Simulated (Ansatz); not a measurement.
## Rigid cleavage in TaN

Method: DFT PBEsol, scalar-relativistic, plane waves, PAW (Ansatz 0.2.0). Cutoff 420 eV, Γ-centred 22×22×4 k-points, Gaussian smearing of 0.15 eV. Spin–orbit coupling is left out, which can shift energies with elements as heavy as these. No spin polarisation. Energies are free energies at this smearing, counted from the undisturbed cell; pressure is positive in compression.

Zero of the scan (relaxed at this level; this rock-salt form isn't the usual structure):

```yaml
crystal:
  lattice:
    - [2.18784, -2.18784, 0.00000]
    - [2.18784, 0.00000, -2.18784]
    - [8.75138, 8.75138, 8.75138]
  atoms:
    - { symbol: Ta, position: [0.66667, 0.66667, 0.29167] }
    - { symbol: Ta, position: [0.00000, 0.00000, 0.12500] }
    - { symbol: Ta, position: [0.33333, 0.33333, 0.45833] }
    - { symbol: Ta, position: [0.66667, 0.66667, 0.79167] }
    - { symbol: Ta, position: [0.00000, 0.00000, 0.62500] }
    - { symbol: Ta, position: [0.33333, 0.33333, 0.95833] }
    - { symbol: N, position: [0.00000, 0.00000, 0.37500] }
    - { symbol: N, position: [0.33333, 0.33333, 0.20833] }
    - { symbol: N, position: [0.66667, 0.66667, 0.54167] }
    - { symbol: N, position: [0.00000, 0.00000, 0.87500] }
    - { symbol: N, position: [0.33333, 0.33333, 0.70833] }
    - { symbol: N, position: [0.66667, 0.66667, 0.04167] }
```

The cut lies on the cell's a–b face, a (1 1 1) plane (indices in the standard cell, whose axes needn't be the Cartesian ones shown) of area 8.29 Å², between layers 1.26 Å apart. Vector c is lengthened by d along the normal with the atoms' Cartesian places fixed: one unrelaxed cut a cell. The cell is metallic on the mesh throughout.

| d (Å) | energy (J/m²) |
| --- | --- |
| -0.30 | 1.04 |
| 0.00 | 0.00 |
| 0.25 | 0.45 |
| 0.50 | 1.44 |
| 1.00 | 3.58 |
| 1.50 | 4.95 |
| 2.00 | 5.61 |
| 3.00 | 6.06 |
| 6.00 | 6.21 |

Question: Predict the traction dE/dd (GPa) at each point.

Answer:
| d (Å) | traction dE/dd (GPa) |
| --- | --- |
| -0.30 | -78.8 |
| 0.00 | 0.2 |
| 0.25 | 32.1 |
| 0.50 | 44.5 |
| 1.00 | 36.5 |
| 1.50 | 19.1 |
| 2.00 | 8.8 |
| 3.00 | 1.9 |
| 6.00 | 0.1 |

Cost: 9 runs of about 18 core-minutes in all, on Intel Xeon 6975P-C (Granite Rapids) (shared hosts).